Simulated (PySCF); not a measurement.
**Field gradients at the hydrogen positions**

Compound: bicyclo[1.1.0]butane, C4H6.
Numbering: `[CH2:1]1[C@H:2]2[CH2:3][C@@H:4]12` (hydrogens: H5, H6 on C1; H7 on C2; H8, H9 on C3; H10 on C4)

Cartesian coordinates in Å at the PBE0-D3(BJ)/def2-TZVP level; atoms count from 1:
```xyz
10
C4H6 angstrom
C     -0.8240    0.0548    0.8189
C      0.5324    0.4798    0.3747
C      0.8008   -0.6265   -0.5857
C     -0.4870    0.1201   -0.6305
H     -1.4794    0.8290    1.2067
H     -0.9469   -0.9209    1.2911
H      1.0566    1.4082    0.5300
H      1.5133   -0.4266   -1.3805
H      0.8056   -1.6550   -0.2221
H     -0.9224    0.7108   -1.4195
```

Level: PBE0/pcSseg-2 (PySCF, non-relativistic); Q(2H) = 0.00286 b; rigid geometry, the same for H and D, with no vibrational averaging.

Question: Rank these positions by the coupling χzz of a deuteron there, largest first.
A. H9 (methylene hydrogen)
B. H8 (methylene hydrogen)
C. H7 (methine hydrogen)

Answer: C (209 kHz), B (198 kHz), A (191 kHz).

Q: Tabulate Vzz, the asymmetry η and χzz = 234.96 MHz × Q × Vzz for every hydrogen position.

A: 
```csv
atom,bonded to,bond length (Å),Vzz (au),η,χzz (kHz)
H5,C1,1.086,0.2940,0.07,198
H6,C1,1.091,0.2844,0.06,191
H7,C2,1.077,0.3105,0.07,209
H8,C3,1.086,0.2940,0.07,198
H9,C3,1.091,0.2843,0.06,191
H10,C4,1.078,0.3104,0.07,209
```

Isolated species at its PBE0-D3(BJ)/def2-TZVP geometry, gas phase.
